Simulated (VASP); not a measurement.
A run of VASP 6.6.1:

The input POSCAR:

```
Mg
1.0
    0.0000000000      2.2442560000      2.2442560000
    2.2442560000      0.0000000000      2.2442560000
    2.2442560000      2.2442560000      0.0000000000
Mg
1
Direct
    0.0000000000      0.0000000000      0.0000000000
```

Contents of INCAR.step1:

```
ALGO     = Normal         # electronic algorithm
EDIFF    = 1E-4           # SCF threshold, eV
ENCUT    = 520            # plane-wave cutoff, eV
GGA      = PE             # functional
ISMEAR   = 1              # smearing method
ISPIN    = 2              # spin polarisation
LASPH    = True           # aspherical terms in the spheres
LCHARG   = False          # write CHGCAR
LREAL    = False          # projectors in reciprocal space
LWAVE    = True           # write WAVECAR
MAGMOM   = 0.5            # initial moments
NBANDS   = 11             # bands
NELM     = 150            # most SCF steps
PREC     = Accurate       # precision mode
SIGMA    = 0.1            # smearing width, eV
```

File INCAR.step2:

```
ALGO     = Normal         # electronic algorithm
EDIFF    = 1E-7           # SCF threshold, eV
ENCUT    = 520            # plane-wave cutoff, eV
ISIF     = 2              # what is computed and relaxed
ISMEAR   = 1              # smearing method
ISPIN    = 2              # spin polarisation
ISTART   = 1            
LASPH    = True           # aspherical terms in the spheres
LCHARG   = False          # write CHGCAR
LMIXTAU  = True         
LORBIT   = 11             # projections on sites
LREAL    = False          # projectors in reciprocal space
LWAVE    = False          # write WAVECAR
MAGMOM   = 0.5            # initial moments
METAGGA  = R2SCAN         # meta-GGA
NBANDS   = 11             # bands
NELM     = 150            # most SCF steps
PREC     = Accurate       # precision mode
SIGMA    = 0.1            # smearing width, eV
```

The input KPOINTS:

```
k-points
0
Gamma
  10 10 10
```

Potentials or basis: VASP PAW PBE potentials, release 64 (Mg).

The run is started by

```console
$ cat potpaw_PBE.64/Mg/POTCAR > POTCAR
$ cp INCAR.step1 INCAR
$ mpirun -np 1 vasp_std > vasp.out
$ cp INCAR.step2 INCAR
$ mpirun -np 1 vasp_std > vasp.out
```

Hardware: 1 thread of Intel(R) Xeon(R) Platinum 8559C (Emerald Rapids), on a shared host.

Q: How long does it take, and how much memory?

A: Run time: 37 s on 1 thread of Intel(R) Xeon(R) Platinum 8559C (Emerald Rapids), on a shared host, peak memory 0.16 GiB. Counts: scf iterations 8, k points 47.
